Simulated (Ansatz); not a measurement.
Crystal: N.

```xyz
2
Lattice="2.5195 0.0000 0.0000 -1.2597 2.1819 0.0000 0.0000 0.0000 2.4460" Properties=species:S:1:pos:R:3 pbc="T T T"
N     0.0000    1.4546    1.8345
N     1.2597    0.7273    0.6115
```

The real solid is made of molecules; this cell is a model form.

Program: Ansatz 0.2.0. Alike in all runs: cell as given. Hardware: 1 thread of Arm Neoverse V1, with other jobs on the host.

**Question.** Order these runs on this cell by their wall time, lowest first.
A. task band structure; level HSE03+D3(BJ); potentials or basis JTH PAW; spin off; k mesh 8 × 8 × 7; cutoff (eV) 1320; smearing fermi-dirac 0.1 eV; points for each segment of the path 4; mesh quality coarse
B. task projected density of states; level PBEsol; potentials or basis JTH PAW; spin off; k mesh 12 × 12 × 11; cutoff (eV) 1320; smearing fermi-dirac 0.1 eV; mesh quality not flagged
C. task single point; level LDA; potentials or basis JTH PAW LDA; spin non-collinear, ferrimagnetic start; k mesh 12 × 12 × 11; cutoff (eV) 1350; smearing methfessel-paxton 0.1 eV; mesh quality not flagged

**Answer.** B (13 s), C (51 s), A (450 s).

Caveats: some runs use coarse meshes.

Not every run made on this cell is shown here.
